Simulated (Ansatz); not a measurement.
A crystal relaxed with r2SCAN in Ansatz has space group I4_1/amd:1 (No. 141) and a = 6.582 Å, c = 5.972 Å.

| atom | site | x | y | z |
| --- | --- | --- | --- | --- |
| Hf | 4a | 0.0000 | 0.0000 | 0.0000 |
| Si | 4b | 0.5000 | 0.0000 | 0.2500 |
| Xx | 16h | 0.5000 | 0.3154 | 0.8199 |

With r2SCAN the valence top lies at Γ and the conduction bottom at k = (0.188, 0.302, 1/4), 6.00 eV higher; the smallest vertical gap, at k = (1/6, 1/6, 1/6), is 6.37 eV. The lowest empty level at X lies only 26 meV higher, so the place of the conduction bottom isn't settled. HSE06 gives an indirect gap of 7.24 eV, from Γ–Z (0.11 of the way from Γ) to k = (0.188, 0.302, 1/4); the least direct gap is 7.65 eV at k = (1/6, 1/6, 1/6). The lowest empty level at X lies only 23 meV higher, so the place of the conduction bottom isn't settled. The PBE0 gap is indirect, 8.02 eV (Γ to k = (0.188, 0.302, 1/4)), below the direct gap of 8.42 eV at k = (1/6, 1/6, 1/6). The lowest empty level at X lies only 22 meV higher, so the place of the conduction bottom isn't settled. Meshes: r2SCAN 6×6×6, HSE06 4×4×4, PBE0 4×4×4. r2SCAN's ε∞ is 3.6 along x and y, 3.8 along z.

Task: Which element is Xx?
A. Te
B. O
C. Se
D. S

Result: B. Xx is O: HfSiO4 (I4_1/amd) from a database of computed structures. Hf has 8 O at 2.12–2.26 Å; Si has 4 O at 1.62 Å; O has 1 Si at 1.62 Å and 2 Hf at 2.12–2.26 Å.

Spin-unpolarised throughout; all numbers are computed.

Spin-orbit coupling is left out.

Where an edge lies off the special points, it is a point of the mesh or the k point where a search put PBE's edge or least direct gap, reused for the other functionals, whose own edges may lie a little apart.

Coordinates of k points refer to the reciprocal vectors of the primitive cell of the runs.

The meshes of the hybrids are coarse, so their gaps aren't converged to the digits shown.

For a response run the program warns that the ground state's bands aren't all converged, so ε∞ carries an extra error.
